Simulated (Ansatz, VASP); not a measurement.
# Two plane-wave programs on BiTe

The input INCAR:

```
AGGAC = 1.0
AGGAX = 1.0
ALDAC = 0.0
ALDAX = 1.0
ALGO = Normal
EDIFF = 1E-7
EDIFFG = -0.01
ENCUT = 600
GGA = B5
IBRION = 2
ISIF = 3
ISMEAR = -1
IVDW = 12
LASPH = T
LCHARG = F
LREAL = F
LWAVE = F
NELM = 60
NSW = 60
PREC = Accurate
SIGMA = 0.05
VDW_A1 = 0.4298
VDW_A2 = 4.2359
VDW_S6 = 1.0
VDW_S8 = 2.6996
```

Contents of KPOINTS:

```
k-points
0
Gamma
  7 7 7
```

File POSCAR:

```
BiTe
1.0
    2.4227077728      1.3987509848      3.3172919545
   -2.4227077728      1.3987509848      3.3172919545
    0.0000000000     -2.7975019696      3.3172919545
Bi Te
1 1
Direct
    0.5000000000      0.5000000000      0.5000000000
    0.0000000000      0.0000000000      0.0000000000
```

The input input.yaml:

```yaml
crystal:
  lattice:
    - [2.4227077728, 1.3987509848, 3.3172919545]
    - [-2.4227077728, 1.3987509848, 3.3172919545]
    - [0.0, -2.7975019696, 3.3172919545]
  atoms:
    - { symbol: Bi, position: [0.5, 0.5, 0.5] }
    - { symbol: Te, position: [0.0, 0.0, 0.0] }
hamiltonian:
  xc: blyp
  pseudopotentials: { kind: paw }
  dispersion: d3bj
kpoints:
  mp_grid: { grid: [7, 7, 7] }
scf:
  occupations: { method: fermi_dirac, width: 0.05 }
output:
  forces: true
  stress: true
  eigenvalues: true
relax:
  f_tol: 0.01
  max_steps: 40
  cell: { stress_tol: 0.05 }
```

The cell comes from a database or a generator and needn't be the stable form of this composition.

Alike in both runs: task relaxation of cell and atoms; functional BLYP; dispersion D3(BJ); k mesh 7 × 7 × 7; occupations fermi-dirac, width 0.05 eV; no spin polarisation.

|  | VASP | Ansatz |
| --- | --- | --- |
| version | VASP 6.6.1 | Ansatz 0.2.0 |
| potentials or method | VASP PAW PBE potentials, release 64 (Bi_d, Te) | Ansatz PAW |
| plane-wave cutoff (eV) | 600 | 420 |
| valence electrons in the cell | 21 | 31 |

|  | VASP | Ansatz | Ansatz less VASP |
| --- | --- | --- | --- |
| gap on the k mesh at the Fermi level, each at its own relaxed structure (eV) | none | none | - |
| relaxed volume (Å³/atom) | 32.72 | 32.61 | -0.104 |
| relaxed cell length with the largest relative difference (Å) | 4.279 | 4.275 | -0.0039 |
| energy change over the relaxation (meV/atom) | -4 | -5 | -1.2 |

A gap of «none» marks a metal or a gap that the smearing closes. The two sets of potentials don't hold the same shells in valence.

Caveats: spin-orbit coupling is left out, which moves the levels of the heavy elements; pairwise dispersion overbinds metals, which lowers pressure and volume; the PAW data sets were made with another functional, which shifts forces and pressure a little (VASP); the plane-wave basis is chosen anew once the cell has moved, so the energies of steps on either side of that aren't comparable (Ansatz); the PAW data sets come from PBE, with cores solved anew for the run's functional, which leaves a small shift of forces and pressure (Ansatz).
